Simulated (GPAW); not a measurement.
Crystal: BAs.

```
As B
1.0
     0.00000    2.38850    2.38850
     2.38850    0.00000    2.38850
     2.38850    2.38850    0.00000
As B
1 1
Direct
  0.75000 0.75000 0.75000
  0.00000 0.00000 0.00000
```

Base run:

* Program: GPAW 26.7.0
* Functional: r2SCAN
* Potentials or basis: GPAW PAW data sets (gpaw-data 1.2.1)
* Cutoff: 800 eV
* Basis: pw
* k mesh: 10 × 10 × 10
* Occupations: fermi-dirac, width 0.05 eV
* Spin: no spin polarisation

Its results: band gap on the k mesh 1.37 eV, indirect (least direct gap 3.46 eV); pressure 0.8 GPa.

Q: The run is repeated on the same cell with these changes: functional from r2SCAN to PBEsol; potentials or basis from GPAW PAW data sets (gpaw-data 1.2.1) to PAW data sets generated in the run's folder for this functional. What comes out?

A: Band gap on the k mesh 1.08 eV, indirect (least direct gap 3.26 eV); pressure -0.3 GPa.

Caveats: the PAW data sets were made with another functional, which shifts forces and pressure a little (some runs).

Not every run made on this cell is shown here.
